PBE, a widely used approximation in density-functional theory, gives band gaps that are usually too small. Is the shortfall regular enough to be learned from a few crystals and carried over to others? Here five crystals have their gaps shown, while those of Ge and GaSb are to be predicted.

Band gaps of seven semiconductors, computed with exciting sodium (Kohn-Sham DFT, PBE, all-electron LAPW+lo) in the given cells, without spin polarisation or spin-orbit coupling. Each computed gap is the distance from the highest filled to the lowest empty level among the points of the k-mesh.

| formula | space group | volume of the given cell (Å³/atom) | potentials or basis | k-mesh | computed band gap (eV) | measured band gap (eV) | range of the values found (eV) | what was measured, and how | source | computed less measured (eV) |
| --- | --- | --- | --- | --- | --- | --- | --- | --- | --- | --- |
| TePb | Fm-3m | 33.73 | all electron LAPW+lo, shipped species files | 7x7x7 | 1.007 | 0.2 | 0.19 to 0.32 | band gap at L from dI/dV; scanning tunneling spectroscopy; bulk crystal | arXiv:2304.02844 (2023) | 0.81 |
| Ge | Fd-3m | 22.64 | all electron LAPW+lo, shipped species files | 8x8x8 | ? | ? | ? | ? | ? | ? |
| GaSb | F-43m | 28.62 | all electron LAPW+lo, shipped species files | 8x8x8 | ? | ? | ? | ? | ? | ? |
| BAs | F-43m | 13.63 | all electron LAPW+lo, shipped species files | 10x10x10 | 1.191 | 1.835 | 1.82 to 4.12 | indirect optical gap from background-subtracted Tauc plot; UV-Vis transmission; bulk crystal | arXiv:2307.05371 (2023) | -0.64 |
| SiC | F-43m | 10.35 | all electron LAPW+lo, shipped species files | 10x10x10 | 1.358 | 2.39 | 2.39 to 2.4 | band gap at cryogenic temperature; not stated; bulk crystal | arXiv:2009.14696 (2020) | -1.03 |
| CdS | F-43m | 24.81 | all electron LAPW+lo, shipped species files | 8x8x8 | 1.142 | 2.42 | one value | optical gap from inflexion point of photoacoustic spectrum, as-grown film; photoacoustic spectroscopy; film | arXiv:cond-mat/9501125 (1995) | -1.28 |
| ZnS | F-43m | 19.73 | all electron LAPW+lo, shipped species files | 6x6x6 | 2.100 | 3.54 | 3.54 to 3.85 | direct optical gap from Tauc plot; UV-vis absorption; film | pmc:9697895 (2022) | -1.44 |

The first row looks like a counterexample. The computed gap of TePb, lead telluride, lies 0.81 eV above the measured one. Its true gap lies at the point L of the Brillouin zone, which this 7x7x7 mesh does not contain, so 1.01 eV is only an upper bound on what PBE would give. Spin-orbit coupling, which narrows this gap strongly, is also left out. Both faults push the number up, and the row is no sign that PBE overestimates gaps.

Below the two hidden rows come four crystals in which these faults matter little, and PBE falls short in each. The shortfall grows from 0.64 eV in BAs to 1.44 eV in ZnS. As a share of the measured gap it is 35% in BAs but 53% in CdS, so neither a fixed correction nor a fixed percentage fits well. The more ionic sulfides miss by more electronvolts than BAs and SiC.

The cause lies in what a computed gap means. A measured fundamental gap is the cost of taking an electron out of the crystal and putting one back in elsewhere. PBE offers instead the distance between the highest filled and the lowest empty level. That distance leaves out a jump in the potential when an electron is added, the derivative discontinuity, and PBE also lets each electron partly repel itself.

The missing energy is akin to exchange, and the other electrons weaken it by screening. In a crystal that polarises easily, less of it should remain. This suggests a shortfall of about $C/\varepsilon$, where $\varepsilon$ is the electronic dielectric constant and $C$ is one energy for all crystals. It would explain why BAs, with the largest $\varepsilon$ of the four, misses by least.

One adjustment comes first. Spin-orbit coupling splits the top of the valence band by an energy $\Delta$ and raises its upper part by about $\Delta/3$, which narrows the measured gap. These calculations leave the coupling out, so $\Delta/3$ is added back:

$$E_\text{computed} \approx E_\text{measured} + \frac{\Delta}{3} - \frac{C}{\varepsilon}$$

With rough recalled values of $\varepsilon$ and $\Delta$, a fit to BAs, SiC, CdS and ZnS gives $C = 7.05$ eV. Its typical miss is 0.05 eV, against 0.14 eV for a gap proportional to the measured one; the output after this text gives the details. Four rows with one constant are thin support, because $\varepsilon$ tends to fall as the gap widens, so the two rules are hard to tell apart. The measured values are also less sharp than the fit. They were read out of the cited papers by a program, and a few in a hundred may be wrong. Three of the four are optical gaps, which hold temperature, zero-point motion and excitons that the calculation lacks. Those found for ZnS span 3.54 to 3.85 eV. With the top of that range, the shortfall of ZnS times $\varepsilon$ would be about 9 eV instead of about 7, and the lead of the formula over the proportional rule would not be expected to survive. The much wider range listed for BAs probably mixes its indirect gap, which is the one used here, with its larger direct gap.

Now Ge, which took no part in the fit. Its measured gap is roughly 0.7 eV, $\Delta/3$ is about 0.1 eV and $\varepsilon$ is about 16. The formula gives $0.7 + 0.1 - 7.05/16 \approx 0.36$ eV. The same steps for GaSb, with a gap of 0.7 eV, $\Delta/3$ of 0.25 eV and $\varepsilon$ of 14, give about 0.45 eV.

Both values are probably too high. PBE is well known to place the lowest conduction level at the zone centre Γ, which has s character, especially low in compounds of Ga and in Ge. I therefore lower both forecasts by 0.25 eV. The size of that step is a judgement that no row shown so far can test.

The forecasts are:

- Ge: about 0.1 eV, range 0 to 0.3 eV.
- GaSb: about 0.2 eV, range 0 to 0.4 eV.

Both gaps should be small, with GaSb probably the larger. The forecast for Ge is not blind. Its run record carries no warning, but the notes supplied with the data already list Ge as having a small gap on the mesh. The ranges are wider than the scatter of the fit because both crystals screen more strongly than any fitted one.

The withheld rows as computed:

| formula | space group | volume of the given cell (Å³/atom) | potentials or basis | k-mesh | computed band gap (eV) | measured band gap (eV) | range of the values found (eV) | what was measured, and how | source | computed less measured (eV) |
| --- | --- | --- | --- | --- | --- | --- | --- | --- | --- | --- |
| Ge | Fd-3m | 22.64 | all electron LAPW+lo, shipped species files | 8x8x8 | 0.030 | 0.744 | 0.66 to 0.89 | fundamental band gap, quoted from earlier experiments; not stated; bulk crystal | arXiv:cond-mat/0311008 (2003) | -0.71 |
| GaSb | F-43m | 28.62 | all electron LAPW+lo, shipped species files | 8x8x8 | 0 | 0.812 | 0.812 to 0.813 | direct gap at T -> 0 K, Eg(0) from Varshni fit to temperature-dependent PL (eq. 3); temperature-dependent photoluminescence; bulk crystal | arXiv:cond-mat/0204296 (2002) | -0.81 |

Ge comes out at 0.03 eV, inside its range and 0.08 eV below the central forecast. So small a gap, read only at the points of the mesh, may close between them. GaSb comes out at zero, on the very edge of its range and 0.2 eV below the forecast. The expected order of the two does not appear, but a difference of 0.03 eV between runs with different smearing cannot settle it. The given cell of GaSb also seems about 1% larger in volume than the lattice constant usually quoted would give. A larger cell is expected to lower the s-like level at Γ by something like a tenth of an electronvolt.

The formula itself did worse than the final forecasts suggest. Without the downward step it would have missed by 0.33 eV in Ge and 0.45 eV in GaSb, several times its scatter on the fitted rows. The step went the right way but was too small. The measured gap of GaSb in the table, 0.81 eV, is also higher than the rough value used, and putting it in would have made that miss larger still. The constant shortfall, the worst rule on the four fitted rows, gave −0.33 eV for Ge and −0.18 eV for GaSb. It therefore called both gaps closed, which is close to what the runs print.

The failure is plainest when the shortfall, with the spin-orbit correction, is multiplied by $\varepsilon$. The product should be the same energy everywhere. It is close to 7 eV in the four fitted crystals but about 12 eV in Ge and 13 eV in GaSb with the rough gaps used above, and about 13 and 15 eV with the measured gaps now listed. Stronger screening did not shrink the error as the formula requires, so the agreement among the first four rows was no proof that screening alone sets it.

The low s-like level at Γ is the likeliest reason. In the run on Ge the smallest direct gap is also 0.03 eV, so the lowest conduction level lies at Γ, directly above the valence top. In real Ge it lies at L, and the gap at Γ is somewhat wider than the measured one listed here. Compared at Γ alone, the shortfall of PBE should therefore be even larger than 0.71 eV. An s-like level has more of its weight near the nuclei than a p-like one, and PBE may treat its exchange with the filled d shell there poorly. Yet CdS and ZnS also have their conduction edge at Γ, with filled d shells beneath, and they follow the formula. The table therefore does not settle why Ge and GaSb depart from it.

The zero for GaSb also hides something. If the s-like level sinks below the top of the valence band, the printed gap stays at zero however far the level sinks. The opposite is possible too: this run smears the filling of its levels over about 0.05 eV, and a very small gap may then be printed as zero. The levels at Γ are not given for this row, but the run does give a density of states at the Fermi level, 0.06 states per eV and cell. That is about what would be expected on this mesh if the s-like level and the valence top nearly coincide, though it does not tell which lies higher. So 0.81 eV is a reasonable estimate of the shortfall and not a strict bound.

For practical use, the size of the error matters more than the formula. Leaving TePb aside, PBE falls short by at least 0.64 eV in every row. The rows are a selection, however: failed runs and poor matches to measured values, among others, were left out, so the errors may look more regular here than they are in general. A semiconductor whose real gap is of that size can therefore appear as a metal or nearly so, and a vanishing PBE gap is weak evidence that a material conducts like one. The same crystals treated with a hybrid functional, which restores part of the missing exchange, would show wider gaps, and Ge and GaSb would normally appear as semiconductors again.

Printed output of the fit:

```
fit of short on 4 rows (regular): coefficient of 1/eps 7.054 +/- 0.18; rms 0.0509, worst ZnS -0.0803, leave-one-out rms 0.0744
  rows outside the fit (model, value, miss): TePb 0.2137, -0.807, 1.02; Ge 0.4408, 0.77, -0.329; GaSb 0.5038, 0.95, -0.446
fit of y on 4 rows (regular): coefficient of bare 0.5636 +/- 0.03; rms 0.14, worst CdS 0.235, leave-one-out rms 0.185
  rows outside the fit (model, value, miss): TePb 0.1127, 1.007, -0.894; Ge 0.4509, 0.03, 0.421; GaSb 0.5355, 0, 0.535
Gaps in eV by each rule:
   row  reference gap used  screening model  proportional rule  constant shortfall  final forecast  computed  forecast less computed
  TePb                 0.2         -0.01374             0.1127             -0.9277        -0.01374     1.007                  -1.021
    Ge                 0.7           0.3592             0.4509             -0.3277          0.1092      0.03                 0.07915
  GaSb                 0.7           0.4462             0.5355             -0.1777          0.1962         0                  0.1962
   BAs               1.835            1.167              1.072               0.774           1.167     1.191                -0.02408
   SiC                2.39            1.308              1.349               1.266           1.308     1.358                -0.04982
   CdS                2.42            1.112              1.377               1.316           1.112     1.142                -0.02952
   ZnS                3.54             2.18              2.008               2.436            2.18       2.1                 0.08029
Shortfall against measurement:
   row  measured gap in eV  shortfall in eV  shortfall in percent  corrected shortfall times dielectric constant in eV
  TePb                 0.2           -0.807                -403.5                                               -26.63
    Ge               0.744            0.714                 95.97                                                12.32
  GaSb               0.812            0.812                   100                                                 13.3
   BAs               1.835            0.644                  35.1                                                6.822
   SiC                2.39            1.032                 43.18                                                 6.73
   CdS                2.42            1.278                 52.81                                                6.897
   ZnS                3.54             1.44                 40.68                                                7.463
constant shortfall of rival 2, spin-orbit corrected, in eV: 1.128
rms miss of screening model on the four fitted rows in eV: 0.05094
rms miss of proportional rule on the four fitted rows in eV: 0.1396
rms miss of constant shortfall on the four fitted rows in eV: 0.2852
```
